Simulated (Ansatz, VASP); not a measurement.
## One calculation of KI, two programs

```
CELL_PARAMETERS angstrom
0.00000 3.54737 3.41093
3.54737 0.00000 3.41093
3.54737 3.54737 0.00000
ATOMIC_POSITIONS crystal
K 0.95655 0.95655 0.04345
I 0.51339 0.51339 0.48661
```

Change from the starting cell: mode 6 frozen in at -0.296 Å, equal normal strain along x and y +0.0400.

Alike in both runs: task single point; functional LDA; k mesh 6 × 6 × 6; occupations gaussian, width 0.05 eV; no spin polarisation.

```csv
,VASP,Ansatz
version,VASP 6.6.1,Ansatz 0.2.0
potentials or method,"VASP PAW LDA potentials, release 64 (K_sv, I)","scalar-relativistic, plane waves, PAW"
plane-wave cutoff (eV),520,420
valence electrons in the cell,16,26
```

Ansatz gave:

```
gap on the k mesh at the Fermi level (eV)       : 3.67
least direct gap on the mesh (eV)               : 3.67
pressure (GPa)                                  : 0.0
largest component of the traceless stress (GPa) : 2.78
rms of the force components (eV/Å)              : 0.483
```

Estimate VASP's values.

gap on the k mesh at the Fermi level (eV): 3.68; least direct gap on the mesh (eV): 3.68; pressure (GPa): 0.0; largest component of the traceless stress (GPa): 2.83; rms of the force components (eV/Å): 0.492.

Atom by atom the forces differ by 0.009 eV/Å (rms over components). The two sets of potentials don't hold the same shells in valence.

Caveats: spin-orbit coupling is left out, which moves the levels of the heavy elements.
